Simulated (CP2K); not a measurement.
Crystal: SrO.

```
CELL_PARAMETERS angstrom
3.62930 0.00000 0.00000
1.81465 3.14306 0.00000
1.81465 1.04769 2.96331
ATOMIC_POSITIONS crystal
Sr 0.50000 0.50000 0.50000
O 0.00000 0.00000 0.00000
```

Base run:

* Program: CP2K 2026.2
* Functional: HLE16
* Potentials or basis: GTH_POTENTIALS Sr GTH-PBE-q10, O GTH-PBE-q6; DZVP-MOLOPT-SR-GTH basis
* Density cutoff: 8163 eV
* k mesh: 9 × 9 × 9
* Occupations: fermi-dirac, width 0.05 eV
* Spin: no spin polarisation

Its results: band gap on the k mesh 4.38 eV, indirect (least direct gap 4.50 eV); pressure -6.6 GPa.

Problem. The run is repeated on the same cell with these changes: functional from HLE16 to PBE. What comes out?

Solution. Band gap on the k mesh 3.47 eV, indirect (least direct gap 3.60 eV); pressure 4.4 GPa.

Caveats: the basis of atomic orbitals isn't converged, which shifts pressures, moduli and gaps; the potentials were made for a functional far from this one (some runs); the potentials were made for another functional, which shifts forces and pressure (some runs).

A k mesh can miss the band edges.
